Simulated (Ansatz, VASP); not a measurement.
**AlN in VASP and in Ansatz**

```
Al N
1.0
     3.31348    0.00000    0.00000
    -1.65674    2.86956    0.00000
     0.00000    0.00000    4.18759
Al N
2 2
Direct
  0.33333 0.66667 0.78055
  0.66667 0.33333 0.28055
  0.33333 0.66667 0.19116
  0.66667 0.33333 0.69116
```

Change from the starting cell: mode 4 frozen in at -0.246 Å and mode 10 at +0.000 Å (largest displacements).

Alike in both runs: task single point; functional PBE; k mesh 9 × 9 × 6; occupations gaussian, width 0.05 eV; no spin polarisation.

|  | VASP | Ansatz |
| --- | --- | --- |
| version | VASP 6.6.1 | Ansatz 0.2.0 |
| potentials or method | VASP PAW PBE potentials, release 64 (Al, N) | scalar-relativistic, plane waves, PAW |
| plane-wave cutoff (eV) | 520 | 520 |
| valence electrons in the cell | 16 | 16 |

|  | VASP | Ansatz | Ansatz less VASP |
| --- | --- | --- | --- |
| gap on the k mesh at the Fermi level (eV) | 3.80 | 3.80 | -0.008 |
| least direct gap on the mesh (eV) | 3.80 | 3.80 | -0.008 |
| pressure (GPa) | 14.6 | 14.8 | +0.12 |
| largest component of the traceless stress (GPa) | 44.33 | 44.05 | -0.279 |
| rms of the force components (eV/Å) | 1.941 | 1.934 | -0.0071 |

Atom by atom the forces differ by 0.007 eV/Å (rms over components).

Caveats: an odd mesh through Γ misses points on the zone boundary, where band edges often lie; forces of over 1 eV/Å show positions far from the minimum, so gaps and moduli don't describe the material at rest.
